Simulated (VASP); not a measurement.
Write the native input for VASP 6.6.1 that does the following.

* Task: relaxation of cell and atoms
* Functional: RPBE
* Potentials or basis: VASP PAW PBE potentials, release 64 (Au, Cu)
* Cutoff: 600 eV
* k mesh: 7 × 7 × 7
* Occupations: fermi-dirac, width 0.05 eV
* Spin: no spin polarisation
* Further INCAR settings: ALGO = Normal; EDIFF = 1e-06; IBRION = 2; EDIFFG = -0.01; NSW = 40; ISIF = 3

The structure of Cu3Au (Auricupride) lies in POSCAR:

```
Cu3Au
1.0
    3.7400000000      0.0000000000      0.0000000000
    0.0000000000      3.7400000000      0.0000000000
    0.0000000000      0.0000000000      3.7400000000
Au Cu
1 3
Direct
    0.0000000000      0.0000000000      0.0000000000
    0.5000000000      0.5000000000      0.0000000000
    0.5000000000      0.0000000000      0.5000000000
    0.0000000000      0.5000000000      0.5000000000
```

The input as run:

INCAR

```
ALGO = Normal ; EDIFF = 1E-6
EDIFFG = -0.01 ; ENCUT = 600
GGA = RP ; IBRION = 2
ISIF = 3 ; ISMEAR = -1
LASPH = T ; LCHARG = F
LREAL = F ; LWAVE = F
NELM = 100 ; NSW = 40
PREC = Accurate ; SIGMA = 0.05
```

KPOINTS

```
k-points
0
Gamma
  7 7 7
```

Potentials or basis: VASP PAW PBE potentials, release 64 (Au, Cu).

Command:

```sh
$ cat potpaw_PBE.64/Au/POTCAR potpaw_PBE.64/Cu/POTCAR > POTCAR
$ mpirun -np 1 vasp_std > vasp.out
```

Results of the run:

| Quantity | Value |
| --- | --- |
| Relaxed volume | 13.98 Å³/atom |
| Relaxed cell | a = 3.824 Å, b = 3.824 Å, c = 3.824 Å, α = 90.00°, β = 90.00°, γ = 90.00° |
| Space group after relaxing (to 0.05 Å) | Pm-3m (No. 221) |
| Energy gained by relaxing | 26.3 meV/atom |
| Ionic steps | 3 |
| Pressure after relaxing | 0.0 GPa |
| Band gap on the k mesh | none (metal or under the smearing width) |

Caveat: the PAW data sets were made with another functional, which shifts forces and pressure a little.

It took 90 s on 1 thread of Intel(R) Xeon(R) Platinum 8375C CPU @ 2.90GHz (Ice Lake), on a shared host, peak memory 0.19 GiB.
